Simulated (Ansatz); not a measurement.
# WC: the cost of one run

All numbers below are computed with Ansatz 0.2.0 (DFT PBE, plane waves, PAW, scalar-relativistic, no spin polarisation).

## Step 1: The structure to begin with

The cell holds 16 atoms (C8W8): a = 6.075 Å, b = 5.261 Å, c = 5.924 Å, α = 90.00°, β = 90.00°, γ = 90.00°.

As a file:

```xyz
16
Lattice="-3.0377 -5.2614 0.0000 4.5565 -2.6307 0.0000 0.0000 0.0000 5.9243" Properties=species:S:1:pos:R:3 pbc="T T T"
W     0.0000   -5.2614    0.0000
C     1.5188   -4.3845    1.4811
W     0.0000   -5.2614    2.9621
C     1.5188   -4.3845    4.4432
W    -1.5188   -2.6307    0.0000
C     0.0000   -1.7538    1.4811
W    -1.5188   -2.6307    2.9621
C     0.0000   -1.7538    4.4432
W     1.5188   -2.6307    0.0000
C     3.0377   -1.7538    1.4811
W     1.5188   -2.6307    2.9621
C     3.0377   -1.7538    4.4432
W     0.0000    0.0000    0.0000
C    -1.5188   -4.3845    1.4811
W     0.0000    0.0000    2.9621
C    -1.5188   -4.3845    4.4432
```

## Step 2: Run 1

250 steps of 0.75 fs under a Langevin thermostat at 2800 K.

Contents of input.yaml:

```yaml
crystal:
  lattice:
    - [-3.037671, -5.261401, 0.0]
    - [4.556507, -2.6307, 0.0]
    - [0.0, 0.0, 5.924265]
  atoms:
    - { symbol: W, position: [0.75, 0.5, 0.0] }
    - { symbol: C, position: [0.5, 0.6666667, 0.25] }
    - { symbol: W, position: [0.75, 0.5, 0.5] }
    - { symbol: C, position: [0.5, 0.6666667, 0.75] }
    - { symbol: W, position: [0.5, 0.0, 0.0] }
    - { symbol: C, position: [0.25, 0.1666667, 0.25] }
    - { symbol: W, position: [0.5, 0.0, 0.5] }
    - { symbol: C, position: [0.25, 0.1666667, 0.75] }
    - { symbol: W, position: [0.25, 0.5, 0.0] }
    - { symbol: C, position: [0.0, 0.6666667, 0.25] }
    - { symbol: W, position: [0.25, 0.5, 0.5] }
    - { symbol: C, position: [0.0, 0.6666667, 0.75] }
    - { symbol: W, position: [0.0, 0.0, 0.0] }
    - { symbol: C, position: [0.75, 0.1666667, 0.25] }
    - { symbol: W, position: [0.0, 0.0, 0.5] }
    - { symbol: C, position: [0.75, 0.1666667, 0.75] }
basis:
  ecutwfc: 420.0
kpoints:
  mp_grid: { grid: [2, 3, 2] }
hamiltonian:
  xc: pbe
  pseudopotentials: { kind: paw, azcp: { folder: soft_1 } }
scf:
  occupations: { method: fermi_dirac, width: 0.24 }
  lower_state_search: "off"
md:
  timestep: 0.75
  n_steps: 250
  ensemble: nvt_langevin
  temperature: 2800.0
  initial_velocities: maxwell_boltzmann
  seed: 782167
  friction: 0.02
```

The run is started by

```
$ ansatz run input.yaml --threads 2 --pin off --max-ram 5120MiB --backend cpu --events-out ev --progress --plain --runs-dir out
```

Q: Estimate wall time and peak memory on 2 threads of Arm Neoverse V1, shared host.

About 22 min, with a peak of 0.71 GiB.
